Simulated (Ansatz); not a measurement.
Crystal: Fe.

```
Fe
1.0
    -1.44300    1.44300    1.44300
     1.44300   -1.44300    1.44300
     1.44300    1.44300   -1.44300
Fe
1
Direct
  0.00000 0.00000 0.00000
```

| Item | Value |
| --- | --- |
| Program | Ansatz 0.2.0 |
| Task | relaxation of cell and atoms |
| Functional | revPBE |
| Dispersion | D4 |
| Potentials or basis | Ansatz PAW |
| Cutoff | 420 eV (not typed: the program's choice for these potentials) |
| k mesh | 13 × 13 × 13 |
| Occupations | fermi-dirac, width 0.05 eV |
| Spin | collinear spin, ferromagnetic start |
| Starting moments | [3.0] μB |

At the start: volume 12.02 Å³/atom.

Question: How do energy, volume and symmetry change on relaxing?

Answer: It ends after 8 steps and the volume is 11.08 Å³/atom (-7.8 %); space group Im-3m (No. 229, to 0.05 Å); moment 2.10 μB per cell.

The path:
```csv
step,energy change (eV),largest force (eV/Å),volume (Å³)
1,0.0000,0.0000,12.02
2,-0.0339,0.0000,11.47
3,-0.0411,0.0000,10.91
4,-0.0427,0.0000,11.07
5,-0.0427,0.0000,11.08
6,-0.0420,0.0000,11.08
7,-0.0420,0.0000,11.08
8,-0.0420,0.0000,11.08
```

Final structure:
```
Fe
1.0
    -1.40448    1.40448    1.40448
     1.40448   -1.40448    1.40448
     1.40448    1.40448   -1.40448
Fe
1
Direct
  0.00000 0.00000 0.00000
```

Caveat: the plane-wave basis is chosen anew once the cell has moved, so the energies of steps on either side of that aren't comparable; the PAW data sets come from PBE, with cores solved anew for the run's functional, which leaves a small shift of forces and pressure.
